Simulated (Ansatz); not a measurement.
# KF (rocksalt type): the cost of one run

Method: DFT PBE, scalar-relativistic, in Ansatz 0.2.0.

1 further run of the same task is left out (set aside as unsound or not needed).

## 1. The system as given

The structure is cubic, space group Fm-3m (No. 225). The conventional cell has a = 5.420 Å, b = 5.420 Å, c = 5.420 Å, α = 90.00°, β = 90.00°, γ = 90.00°. K (site symmetry m-3m) is surrounded by 6 F at 2.71 Å. F (site symmetry m-3m) is surrounded by 6 K at 2.71 Å.

Structure file:

```cif
data_structure
_symmetry_space_group_name_H-M 'Fm-3m'
_symmetry_Int_Tables_number 225
_cell_length_a 5.4198
_cell_length_b 5.4198
_cell_length_c 5.4198
_cell_angle_alpha 90.000
_cell_angle_beta 90.000
_cell_angle_gamma 90.000
_cell_volume 159.20
loop_
_atom_site_label
_atom_site_type_symbol
_atom_site_symmetry_multiplicity
_atom_site_Wyckoff_symbol
_atom_site_fract_x
_atom_site_fract_y
_atom_site_fract_z
_atom_site_occupancy
K1 K 4 a 0.00000 0.00000 0.00000 1
F1 F 4 b 0.50000 0.00000 0.00000 1
```

The file gives the conventional cell by its symmetry; the runs use the cell typed in the input.

Atoms are numbered in the order of the input: K1, F2.

## 2. The deformed structure

Space group Fm-3m before, R-3m after.

## 3. LAPW, all electrons

Input file input.yaml:

```yaml
crystal:
  lattice:
    - [-0.0812966289, 2.6692393144, 2.6692393144]
    - [2.6692393144, -0.0812966289, 2.6692393144]
    - [2.6692393144, 2.6692393144, -0.0812966289]
  atoms:
    - { symbol: K, position: [0.0, 0.0, 0.0] }
    - { symbol: F, position: [0.5, 0.5, 0.5] }
kpoints:
  mp_grid: { grid: [16, 16, 16] }
scf:
  occupations: { method: fermi_dirac, width: 0.08 }
hamiltonian:
  xc: pbe
  pseudopotentials: { kind: all_electron, lapw: { basis_error: 0.001 } }
output:
  forces: true
  stress: true
  eigenvalues: true
```

The run is started by

```bash
$ ansatz run input.yaml --threads 1 --pin off --max-ram 2048MiB --backend cpu --events-out ev --progress --plain --runs-dir out
```

**Question.** How long does this run take on 1 thread of Arm Neoverse V1, shared host?

About 52 s.
